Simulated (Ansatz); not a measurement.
# Σ9 (221) boundary in fcc Ir with B (interstitial): structure and resistance

Wanted: what the Σ9 (221) boundary in fcc Ir with B (interstitial) costs an interconnect.

Calculated with Ansatz 0.2.0; Ansatz plane-wave DFT, PBE, PAW files; relaxation of a bicrystal slab with its lowest layers held; PAW set soft_1, in the first sound run; inputs show where later runs differ.

## (1) The structure

The cell holds 31 atoms: 30 Ir and 1 B. Cell: a = 2.715 Å, b = 8.145 Å, c = 30.197 Å, α = 90.0°, β = 90.0°, γ = 90.0°. It derives from Ir. built on the (2 2 1) plane; 2 overlapping atoms removed and the grains opened by 0 Å. Vacuum lies along c.

## (2) Relaxing the bicrystal

The boundary is built by mirroring the lower grain in the boundary plane and removing any atoms that overlap; then the B is put in at the boundary. A thin bicrystal slab is relaxed first, with the lowest layers held and the upper grain free to shift and open.

The input, input.yaml:

```yaml
crystal:
  lattice:
    - [2.7148657757, 0.0, 0.0]
    - [0.0, 8.1445973271, 0.0]
    - [0.0, 0.0, 30.197]
  atoms:
    - { symbol: Ir, position: [0.5000000002, 0.3888888889, 0.1655793622] }
    - { symbol: Ir, position: [2.0e-10, 0.6666666667, 0.186770209] }
    - { symbol: Ir, position: [0.5000000002, 0.9444444445, 0.2079610557] }
    - { symbol: Ir, position: [2.0e-10, 0.2222222222, 0.2291519025] }
    - { symbol: Ir, position: [0.5000000002, 0.5, 0.2503427493] }
    - { symbol: Ir, position: [1.0e-10, 0.7777777778, 0.2715335961] }
    - { symbol: Ir, position: [0.5000000001, 0.0555555556, 0.2927244428] }
    - { symbol: Ir, position: [1.0e-10, 0.3333333333, 0.3139152896] }
    - { symbol: Ir, position: [0.5000000001, 0.6111111111, 0.3351061364] }
    - { symbol: Ir, position: [1.0e-10, 0.8888888889, 0.3562969831] }
    - { symbol: Ir, position: [0.5000000001, 0.1666666667, 0.3774878299] }
    - { symbol: Ir, position: [0.0, 0.4444444444, 0.3986786767] }
    - { symbol: Ir, position: [0.5, 0.7222222222, 0.4198695235] }
    - { symbol: Ir, position: [0.0, 0.0, 0.4410603702] }
    - { symbol: B, position: [0.25, 0.25, 0.4410603702] }
    - { symbol: Ir, position: [0.0, 0.4444444444, 0.4834420638] }
    - { symbol: Ir, position: [0.5000000001, 0.1666666667, 0.5046329106] }
    - { symbol: Ir, position: [1.0e-10, 0.8888888889, 0.5258237573] }
    - { symbol: Ir, position: [0.5000000001, 0.6111111111, 0.5470146041] }
    - { symbol: Ir, position: [1.0e-10, 0.3333333333, 0.5682054509] }
    - { symbol: Ir, position: [0.5000000001, 0.0555555556, 0.5893962976] }
    - { symbol: Ir, position: [1.0e-10, 0.7777777778, 0.6105871444] }
    - { symbol: Ir, position: [0.5000000002, 0.5, 0.6317779912] }
    - { symbol: Ir, position: [2.0e-10, 0.2222222222, 0.652968838] }
    - { symbol: Ir, position: [0.5000000002, 0.9444444445, 0.6741596847] }
    - { symbol: Ir, position: [2.0e-10, 0.6666666667, 0.6953505315] }
    - { symbol: Ir, position: [0.5000000002, 0.3888888889, 0.7165413783] }
    - { symbol: Ir, position: [3.0e-10, 0.1111111111, 0.7377322251] }
    - { symbol: Ir, position: [0.5000000003, 0.8333333334, 0.7589230718] }
    - { symbol: Ir, position: [3.0e-10, 0.5555555556, 0.7801139186] }
    - { symbol: Ir, position: [0.5000000003, 0.2777777778, 0.8013047654] }
kpoints:
  mp_grid: { grid: [9, 3, 1] }
hamiltonian:
  xc: pbe
  pseudopotentials: { kind: paw, azcp: { folder: soft_1 } }
scf:
  occupations: { method: fermi_dirac, width: 0.1 }
relax:
  f_tol: 0.03
  max_steps: 80
  constraints: [{ sites: [0, 1, 2, 3, 4] }]
```

On the command line:

```console
$ ansatz run input.yaml --threads 4 --pin off --max-ram 15360MiB --backend cpu --events-out ev --progress --plain --runs-dir out
```

Numbers of over 12 decimals in the logs are rounded to 6 here.

The program printed:

```text
Engine: ansatz 0.2.0, aarch64-unknown-linux-gnu
Pseudopotentials: kind: paw
Pseudopotential: Ir, paw, valence charge 17, recommended cutoff 420 eV (normal), soft_1/Ir.paw.azcp
Pseudopotential: B, paw, valence charge 3, recommended cutoff 420 eV (normal), soft_1/B.paw.azcp
Functional definition: PBE
  parameter kappa = 0.804
  parameter beta = 0.066725
  exchange = pbe_x(kappa = kappa, mu = beta*pi^2/3)
  correlation = pbe_c(beta = beta)
Crystal: 31 atoms, lattice volume = 667.701 Å³
Basis set: ecut = 420 eV, 13167 PW (Γ), exchange–correlation on 40×120×432 points (8 copies of the dense FFT grid, shifted against one another)
Bands: 308, of which v1, the nominal top of the filled ones, is band 257 counted from 1 (256 counted from 0)
Symmetry: 1 space group operations
Space group: P1 (ITA 1), of the structure as read, at distance tolerance 8.7e-5 Å
k-points: 14 of 27 (time reversal used)
Non-local potential: Ir, projectors of the file, l = 0: 3, l = 1: 2, l = 2: 2, l = 3: 1
Non-local potential: B, projectors of the file, l = 0: 2, l = 1: 2, l = 2: 1
PAW form: soft (Blöchl's): semilocal exchange-correlation on the pseudo side does not see the compensation charge
PAW one-centre angular grid: Ir, 590 points (default); XC on 64 Gauss nodes
PAW one-centre angular grid: B, 110 points (default); XC on 64 Gauss nodes
Initial density: superposition of atomic densities (neutral atoms: chi_scale 0, normalization atom)
Initial wavefunctions: pseudopotential atomic-orbital guess
Functional: x = pbe(κ = 0.804, μ = 0.219515), c = pbe(β = 0.066725)
SCF iter   1: F=—  HF=-358255.584090 eV  |F-HF|=—  |Δ(HF+E_count)|=         —  Δρ=4.14e-2  dr2=2.25e1  ethr=3.10e-3  ⟨swp⟩=7.1  Hψ=16893  notcnv=0  defer=153
preconditioner: auto → LDOS  [metal: Δε(μ)=0.004 eV  Ē_g=6.593 eV  σ=0.100 eV  W_gap=0.01  n_scr=192 (ndim 8)  ℏωp=23.7 eV  f_vac=0.300  D(μ)=30.69/eV (n_scr^D=282)  β→1.0]
SCF iter   2: F=—  HF=-358255.158525 eV  |F-HF|=—  |Δ(HF+E_count)|=   4.26e-1  Δρ=3.28e-2  dr2=1.19e1  ethr=3.10e-3  ⟨swp⟩=3.4  Hψ=9778  notcnv=0  defer=183
SCF iter   3: F=—  HF=-358252.128296 eV  |F-HF|=—  |Δ(HF+E_count)|=    3.03e0  Δρ=5.84e-3  dr2=6.49e-1  ethr=2.31e-3  ⟨swp⟩=2.9  Hψ=8288  notcnv=0  defer=186
SCF iter   4: F=—  HF=-358252.040241 eV  |F-HF|=—  |Δ(HF+E_count)|=   8.81e-2  Δρ=2.62e-3  dr2=6.11e-2  ethr=1.27e-4  ⟨swp⟩=2.4  Hψ=8722  notcnv=0  defer=190
SCF iter   5: F=—  HF=-358252.026608 eV  |F-HF|=—  |Δ(HF+E_count)|=   1.36e-2  Δρ=8.77e-4  dr2=1.04e-2  ethr=1.19e-5  ⟨swp⟩=2.9  Hψ=7896  notcnv=0  defer=190
SCF iter   6: F=—  HF=-358252.028565 eV  |F-HF|=—  |Δ(HF+E_count)|=   1.96e-3  Δρ=3.82e-4  dr2=2.13e-3  ethr=2.03e-6  ⟨swp⟩=2.4  Hψ=7657  notcnv=0  defer=190
SCF iter   7: F=—  HF=-358252.028420 eV  |F-HF|=—  |Δ(HF+E_count)|=   1.45e-4  Δρ=1.78e-4  dr2=3.80e-4  ethr=4.16e-7  ⟨swp⟩=2.6  Hψ=6933  notcnv=0  defer=190
SCF iter   8: F=—  HF=-358252.028384 eV  |F-HF|=—  |Δ(HF+E_count)|=   3.54e-5  Δρ=6.65e-5  dr2=3.90e-5  ethr=7.40e-8  ⟨swp⟩=2.1  Hψ=6314  notcnv=0  defer=190
SCF iter   9: F=-358252.028383 eV  HF=-358252.028392 eV  |F-HF|=9.66e-6  |Δ(HF+E_count)|=   7.84e-6  Δρ=3.24e-5  dr2=1.16e-5  ethr=4.39e-9  ⟨swp⟩=5.0  Hψ=15377  notcnv=0
SCF 1 converged in 9 iterations: F = -358252.028383 eV  dr2 = 1.16e-5
  greatest PAW one-centre occupation: 1.000 electrons in one spin orbital (limit 2), on the Ir atom at site 11 (counted from 0), in its partial waves of l = 0
relax step   1: F+E_penalty+E_count = -358252.02838262 eV  Δ(F+E_penalty+E_count) = +0.000e0 eV  max|allowed force component| = 1.486e0 eV/Å  Δτ_max = 0.0000 Å  (9 SCF iters, dr2 threshold 2.25e-5 eV, accepted)
Initial density: handed on by an earlier stage of this run
Initial wavefunctions: those handed on with the density
iter 1 solved again at ethr=6.20e-4 eV; its pass at ethr=3.10e-3 eV (dr2=3.18e0 eV) is discarded
SCF iter   1: F=—  HF=-358252.504107 eV  |F-HF|=—  |Δ(HF+E_count)|=         —  Δρ=1.25e-2  dr2=3.21e0  ethr=6.20e-4  ⟨swp⟩=1.3  Hψ=15437  notcnv=0  defer=185
preconditioner: auto → LDOS  [metal: Δε(μ)=0.004 eV  Ē_g=6.450 eV  σ=0.100 eV  W_gap=0.01  n_scr=192 (ndim 8)  ℏωp=23.7 eV  f_vac=0.304  D(μ)=31.67/eV (n_scr^D=292)  β→1.0]
SCF iter   2: F=—  HF=-358252.440940 eV  |F-HF|=—  |Δ(HF+E_count)|=   6.32e-2  Δρ=4.49e-3  dr2=3.09e-1  ethr=6.20e-4  ⟨swp⟩=2.2  Hψ=6553  notcnv=0  defer=185
SCF iter   3: F=—  HF=-358252.401011 eV  |F-HF|=—  |Δ(HF+E_count)|=   3.99e-2  Δρ=2.51e-3  dr2=1.32e-1  ethr=6.03e-5  ⟨swp⟩=3.0  Hψ=8044  notcnv=0  defer=185
SCF iter   4: F=—  HF=-358252.370210 eV  |F-HF|=—  |Δ(HF+E_count)|=   3.08e-2  Δρ=5.07e-4  dr2=3.90e-3  ethr=2.57e-5  ⟨swp⟩=2.5  Hψ=6994  notcnv=0  defer=185
SCF iter   5: F=—  HF=-358252.371324 eV  |F-HF|=—  |Δ(HF+E_count)|=   1.11e-3  Δρ=1.62e-4  dr2=3.77e-4  ethr=7.60e-7  ⟨swp⟩=2.8  Hψ=7583  notcnv=0  defer=197
SCF iter   6: F=-358252.371316 eV  HF=-358252.371329 eV  |F-HF|=1.34e-5  |Δ(HF+E_count)|=   5.23e-6  Δρ=5.96e-5  dr2=4.07e-5  ethr=1.95e-8  ⟨swp⟩=3.1  Hψ=16883  notcnv=0
SCF 2 converged in 6 iterations: F = -358252.371316 eV  dr2 = 4.07e-5
relax step   2: F+E_penalty+E_count = -358252.37131560 eV  Δ(F+E_penalty+E_count) = -3.429e-1 eV  max|allowed force component| = 1.855e0 eV/Å  Δτ_max = 0.1988 Å  (6 SCF iters, dr2 threshold 1.00e-4 eV, accepted)
iter 1 solved again at ethr=2.65e-4 eV; its pass at ethr=3.10e-3 eV (dr2=1.36e0 eV) is discarded
SCF iter   1: F=—  HF=-358252.674498 eV  |F-HF|=—  |Δ(HF+E_count)|=         —  Δρ=1.01e-2  dr2=1.33e0  ethr=2.65e-4  ⟨swp⟩=1.4  Hψ=16519  notcnv=0  defer=183
preconditioner: auto → LDOS  [metal: Δε(μ)=0.015 eV  Ē_g=6.407 eV  σ=0.100 eV  W_gap=0.04  n_scr=192 (ndim 8)  ℏωp=23.7 eV  f_vac=0.302  D(μ)=31.78/eV (n_scr^D=292)  β→1.0]
SCF iter   2: F=—  HF=-358252.651866 eV  |F-HF|=—  |Δ(HF+E_count)|=   2.26e-2  Δρ=2.35e-3  dr2=5.11e-2  ethr=2.60e-4  ⟨swp⟩=2.0  Hψ=5525  notcnv=0  defer=183
SCF iter   3: F=—  HF=-358252.648231 eV  |F-HF|=—  |Δ(HF+E_count)|=   3.64e-3  Δρ=1.37e-3  dr2=3.86e-2  ethr=9.97e-6  ⟨swp⟩=3.0  Hψ=8806  notcnv=0  defer=183
SCF iter   4: F=—  HF=-358252.640233 eV  |F-HF|=—  |Δ(HF+E_count)|=   8.00e-3  Δρ=3.01e-4  dr2=1.73e-3  ethr=7.52e-6  ⟨swp⟩=2.4  Hψ=6852  notcnv=0  defer=185
SCF iter   5: F=—  HF=-358252.639947 eV  |F-HF|=—  |Δ(HF+E_count)|=   2.86e-4  Δρ=8.38e-5  dr2=6.38e-5  ethr=3.38e-7  ⟨swp⟩=2.8  Hψ=7763  notcnv=0  defer=188
SCF iter   6: F=-358252.639956 eV  HF=-358252.639963 eV  |F-HF|=7.37e-6  |Δ(HF+E_count)|=   1.60e-5  Δρ=2.74e-5  dr2=1.34e-5  ethr=1.24e-8  ⟨swp⟩=4.8  Hψ=14025  notcnv=0
SCF 3 converged in 6 iterations: F = -358252.639956 eV  dr2 = 1.34e-5
relax step   3: F+E_penalty+E_count = -358252.63995601 eV  Δ(F+E_penalty+E_count) = -2.686e-1 eV  max|allowed force component| = 3.343e-1 eV/Å  Δτ_max = 0.1375 Å  (6 SCF iters, dr2 threshold 1.00e-4 eV, accepted)
[...]
relax step   4: F+E_penalty+E_count = -358252.80645586 eV  Δ(F+E_penalty+E_count) = -1.665e-1 eV  max|allowed force component| = 4.080e-1 eV/Å  Δτ_max = 0.2000 Å  (7 SCF iters, dr2 threshold 6.99e-6 eV, accepted)
[...]
relax step   5: F+E_penalty+E_count = -358252.91273581 eV  Δ(F+E_penalty+E_count) = -1.063e-1 eV  max|allowed force component| = 5.093e-1 eV/Å  Δτ_max = 0.1945 Å  (6 SCF iters, dr2 threshold 1.04e-5 eV, accepted)
[...]
relax step   6: F+E_penalty+E_count = -358252.99749067 eV  Δ(F+E_penalty+E_count) = -8.475e-2 eV  max|allowed force component| = 2.893e-1 eV/Å  Δτ_max = 0.2000 Å  (6 SCF iters, dr2 threshold 1.00e-4 eV, accepted)
[...]
relax step   7: F+E_penalty+E_count = -358253.00356608 eV  Δ(F+E_penalty+E_count) = -6.075e-3 eV  max|allowed force component| = 2.287e-1 eV/Å  Δτ_max = 0.0964 Å  (5 SCF iters, dr2 threshold 2.70e-5 eV, accepted)
[...]
relax step   8: F+E_penalty+E_count = -358253.01419814 eV  Δ(F+E_penalty+E_count) = -1.063e-2 eV  max|allowed force component| = 3.567e-2 eV/Å  Δτ_max = 0.0281 Å  (5 SCF iters, dr2 threshold 1.69e-5 eV, accepted)
SCF iter   1: F=—  HF=-358253.013340 eV  |F-HF|=—  |Δ(HF+E_count)|=         —  Δρ=5.48e-4  dr2=1.70e-3  ethr=2.28e-6  ⟨swp⟩=3.1  Hψ=8625  notcnv=0  defer=185
preconditioner: auto → LDOS  [metal: Δε(μ)=0.010 eV  Ē_g=6.424 eV  σ=0.100 eV  W_gap=0.03  n_scr=192 (ndim 8)  ℏωp=23.7 eV  f_vac=0.302  D(μ)=31.58/eV (n_scr^D=292)  β→1.0]
SCF iter   2: F=—  HF=-358253.013329 eV  |F-HF|=—  |Δ(HF+E_count)|=   1.07e-5  Δρ=1.81e-4  dr2=4.77e-4  ethr=3.32e-7  ⟨swp⟩=2.4  Hψ=8026  notcnv=0  defer=185
SCF iter   3: F=—  HF=-358253.013241 eV  |F-HF|=—  |Δ(HF+E_count)|=   8.82e-5  Δρ=8.34e-5  dr2=1.20e-4  ethr=9.29e-8  ⟨swp⟩=2.6  Hψ=8320  notcnv=0  defer=185
SCF iter   4: F=—  HF=-358253.013214 eV  |F-HF|=—  |Δ(HF+E_count)|=   2.70e-5  Δρ=2.02e-5  dr2=3.80e-6  ethr=2.34e-8  ⟨swp⟩=2.1  Hψ=6507  notcnv=0  defer=185
SCF iter   5: F=—  HF=-358253.014610 eV  |F-HF|=—  |Δ(HF+E_count)|=   1.40e-3  Δρ=5.02e-6  dr2=2.97e-7  ethr=7.41e-10  ⟨swp⟩=3.0  Hψ=8871  notcnv=0  defer=185
SCF iter   6: F=-358253.014610 eV  HF=-358253.014610 eV  |F-HF|=7.92e-9  |Δ(HF+E_count)|=   2.94e-8  Δρ=1.68e-6  dr2=2.23e-8  ethr=1.95e-11  ⟨swp⟩=5.0  Hψ=15593  notcnv=0
SCF 9 converged in 6 iterations: F = -358253.014610 eV  dr2 = 2.23e-8
relax step   9: F+E_penalty+E_count = -358253.01460989 eV  Δ(F+E_penalty+E_count) = -4.117e-4 eV  max|allowed force component| = 2.145e-2 eV/Å  Δτ_max = 0.0093 Å  (6 SCF iters, accepted)
SCF converged after 6 iterations
Free energy (F): -358253.014610 eV
Harris-Foulkes:  -358253.014610 eV  (|F-HF|=7.92e-9)
Internal energy: -358251.960180 eV  (E = F + TS)
E sigma→0 (E₀):  -358252.487395 eV
Entropy (-TS):   -1.054430 eV (-34.014 meV/atom)
Fermi energy:    14.583814 eV
--- Per-component energies (eV) ---
  E_band       = -8038.841923
  E_kinetic    = 16227.230062
  E_local      = -630786.269948  (includes V_loc(G=0)·N_el)
  E_nonlocal   = 5707.815882
  E_hartree    = 308476.886018
  E_xc         = -6928.088014
  E_vxc        = -7722.777239  (∫ρ·V_xc dr)
  E_paw        = -278032.858879  (= ΣΔE_a)
  E_vpaw       = -8418.606033  (= ΣTr[D̂ρ^β])
  E_aug_tail   = 0.010562  (compensation charges beyond the density's cutoff)
  E_ewald      = 227083.314139
  E_smearing   = -1.054430  (= −TS)
  E_closure    = 0.000000  (closes the sum)
  Σ components = -358253.014610   (vs F -358253.014610, Δ=0.00e0)
--- Forces (eV/Å), atoms counted from 1 ---
  atom   1  Ir     0.00032777     0.68234640     1.16124573
  atom   2  Ir     0.00026525    -0.21566932    -0.01094641
  atom   3  Ir     0.00172356    -0.30085000     0.19785829
  atom   4  Ir     0.00227205    -0.22252678    -1.11050851
  atom   5  Ir     0.00324991     0.05224306    -0.23194319
  atom   6  Ir     0.00045153     0.00141696     0.00233818
  atom   7  Ir    -0.00059682    -0.00899842    -0.01268395
  atom   8  Ir     0.00118023     0.01439570    -0.00529020
  atom   9  Ir     0.00028217    -0.01633141    -0.01207239
  atom  10  Ir    -0.00087951     0.00407418     0.00381411
  atom  11  Ir     0.00048731    -0.00390992     0.00402886
  atom  12  Ir    -0.00417220    -0.00023316     0.02144997
  atom  13  Ir    -0.00146323     0.01667922    -0.00432097
  atom  14  Ir     0.00102945     0.00744159     0.01543364
  atom  15  B     -0.00098519    -0.00081270    -0.00154715
  atom  16  Ir     0.00424751    -0.00106144    -0.00692730
  atom  17  Ir     0.00179190    -0.01404587    -0.00017301
  atom  18  Ir    -0.00049713    -0.00249445     0.00412432
  atom  19  Ir     0.00192695     0.01118021    -0.00935773
  atom  20  Ir    -0.00587840    -0.01055658    -0.00684339
  atom  21  Ir     0.00056909     0.00610884     0.00268146
  atom  22  Ir    -0.00038862     0.00008752    -0.00449388
  atom  23  Ir     0.00029013    -0.00300490     0.00551746
  atom  24  Ir    -0.00329691     0.00321284    -0.00324725
  atom  25  Ir     0.00017840    -0.00137403     0.00261336
  atom  26  Ir    -0.00109598     0.00010989    -0.00362343
  atom  27  Ir     0.00242790     0.00188698    -0.00277274
  atom  28  Ir    -0.00077581    -0.00155524     0.00265123
  atom  29  Ir    -0.00058165     0.00057773     0.00014596
  atom  30  Ir    -0.00134888     0.00140354     0.00597931
  atom  31  Ir    -0.00067687     0.00020544    -0.00313653
  max |Σ_I F_I| component: 6.39e-5 eV/Å
--- Relaxed structure (9 steps of the walk, 9 accepted, 0 SCFs on fresh bases) ---
  F+E_penalty+E_count = -358253.01460989 eV   max|allowed force component| = 2.145e-2 eV/Å
  atoms:
    - { symbol: Ir, position: [0.5000000002, 0.388889, 0.1655793622] }
    - { symbol: Ir, position: [2.0000000000000003e-10, 0.666667, 0.186770209] }
    - { symbol: Ir, position: [0.5000000002, 0.944444, 0.2079610557] }
    - { symbol: Ir, position: [2.0000000000000003e-10, 0.222222, 0.2291519025] }
    - { symbol: Ir, position: [0.5000000002, 0.500000, 0.2503427493] }
    - { symbol: Ir, position: [0.000162435, 0.781059, 0.271292] }
    - { symbol: Ir, position: [0.500228, 0.057323, 0.292788] }
    - { symbol: Ir, position: [0.000198983, 0.334653, 0.313834] }
    - { symbol: Ir, position: [0.500347, 0.614095, 0.333810] }
    - { symbol: Ir, position: [0.000495971, 0.885765, 0.358742] }
    - { symbol: Ir, position: [0.500462, 0.164657, 0.377489] }
    - { symbol: Ir, position: [0.00068766, 0.443111, 0.398249] }
    - { symbol: Ir, position: [0.500708, 0.716817, 0.423043] }
    - { symbol: Ir, position: [0.000721779, 0.00430453, 0.443531] }
    - { symbol: B, position: [0.00125557, 0.272819, 0.449491] }
    - { symbol: Ir, position: [0.000920468, 0.520023, 0.483078] }
    - { symbol: Ir, position: [0.501184, 0.217496, 0.502840] }
    - { symbol: Ir, position: [0.00133543, 0.939366, 0.527637] }
    - { symbol: Ir, position: [0.501218, 0.667217, 0.547563] }
    - { symbol: Ir, position: [0.00165599, 0.383992, 0.568403] }
    - { symbol: Ir, position: [0.501517, 0.103766, 0.591465] }
    - { symbol: Ir, position: [0.00151231, 0.828991, 0.612688] }
    - { symbol: Ir, position: [0.501582, 0.551488, 0.633646] }
    - { symbol: Ir, position: [0.00173002, 0.272665, 0.654331] }
    - { symbol: Ir, position: [0.501644, 0.998130, 0.677468] }
    - { symbol: Ir, position: [0.00169529, 0.718738, 0.697124] }
    - { symbol: Ir, position: [0.501629, 0.438853, 0.717675] }
    - { symbol: Ir, position: [0.00175429, 0.159543, 0.743463] }
    - { symbol: Ir, position: [0.501769, 0.880105, 0.760612] }
    - { symbol: Ir, position: [0.00181257, 0.608062, 0.781315] }
    - { symbol: Ir, position: [0.501810, 0.340661, 0.800958] }
```

Wall time 17 min (4 threads of Arm Neoverse V1, shared host); peak memory 4.7 GiB.

The steps of the relaxation:

```tsv
step	energy less that of the first step (eV)	largest force component (eV/Å)
1	0.0000	1.4858
2	-0.3429	1.8552
3	-0.6116	0.3343
4	-0.7781	0.4080
5	-0.8844	0.5093
6	-0.9691	0.2893
7	-0.9752	0.2287
8	-0.9858	0.0357
9	-0.9862	0.0215
```

The atoms that moved most (Å):

```tsv
atom	dx	dy	dz	length
B15	-0.675	0.186	0.255	0.745
Ir16	0.002	0.616	-0.011	0.616
Ir31	0.005	0.512	-0.010	0.512
Ir19	0.003	0.457	0.017	0.457
Ir25	0.004	0.437	0.100	0.449
Ir28	0.005	0.394	0.173	0.431
Ir30	0.005	0.428	0.036	0.429
Ir26	0.005	0.424	0.054	0.427
```

Final coordinates:

```cif
data_structure
_symmetry_space_group_name_H-M 'P 1'
_symmetry_Int_Tables_number 1
_cell_length_a 2.7149
_cell_length_b 8.1446
_cell_length_c 30.1970
_cell_angle_alpha 90.000
_cell_angle_beta 90.000
_cell_angle_gamma 90.000
_cell_volume 667.70
loop_
_atom_site_label
_atom_site_type_symbol
_atom_site_fract_x
_atom_site_fract_y
_atom_site_fract_z
_atom_site_occupancy
Ir1 Ir 0.50000 0.38889 0.16558 1
Ir2 Ir 0.00000 0.66667 0.18677 1
Ir3 Ir 0.50000 0.94444 0.20796 1
Ir4 Ir 0.00000 0.22222 0.22915 1
Ir5 Ir 0.50000 0.50000 0.25034 1
Ir6 Ir 0.00016 0.78106 0.27129 1
Ir7 Ir 0.50023 0.05732 0.29279 1
Ir8 Ir 0.00020 0.33465 0.31383 1
Ir9 Ir 0.50035 0.61409 0.33381 1
Ir10 Ir 0.00050 0.88576 0.35874 1
Ir11 Ir 0.50046 0.16466 0.37749 1
Ir12 Ir 0.00069 0.44311 0.39825 1
Ir13 Ir 0.50071 0.71682 0.42304 1
Ir14 Ir 0.00072 0.00430 0.44353 1
B15 B 0.00126 0.27282 0.44949 1
Ir16 Ir 0.00092 0.52002 0.48308 1
Ir17 Ir 0.50118 0.21750 0.50284 1
Ir18 Ir 0.00134 0.93937 0.52764 1
Ir19 Ir 0.50122 0.66722 0.54756 1
Ir20 Ir 0.00166 0.38399 0.56840 1
Ir21 Ir 0.50152 0.10377 0.59147 1
Ir22 Ir 0.00151 0.82899 0.61269 1
Ir23 Ir 0.50158 0.55149 0.63365 1
Ir24 Ir 0.00173 0.27267 0.65433 1
Ir25 Ir 0.50164 0.99813 0.67747 1
Ir26 Ir 0.00170 0.71874 0.69712 1
Ir27 Ir 0.50163 0.43885 0.71767 1
Ir28 Ir 0.00175 0.15954 0.74346 1
Ir29 Ir 0.50177 0.88010 0.76061 1
Ir30 Ir 0.00181 0.60806 0.78131 1
Ir31 Ir 0.50181 0.34066 0.80096 1
```

This step gave:

```yaml
free_energy: -358253.0146 eV
energy_at_zero_smearing: -358252.4874 eV
fermi_energy: 14.58 eV
```

The largest force component on a free atom ends at 0.021 eV/Å, under the tolerance of 0.03, after 9 steps.

(Part 1 of 2 ends here.)

[Logs are printed without paths, hosts, clocks, repeated set-up lines and the standing remarks that a program may print on its own settings, such as how far it seeks lower states.]

[Hosts, paths, dates, database ids (printed as entryN), source tags and the programs' standing remarks are cut or masked in the printed files.]
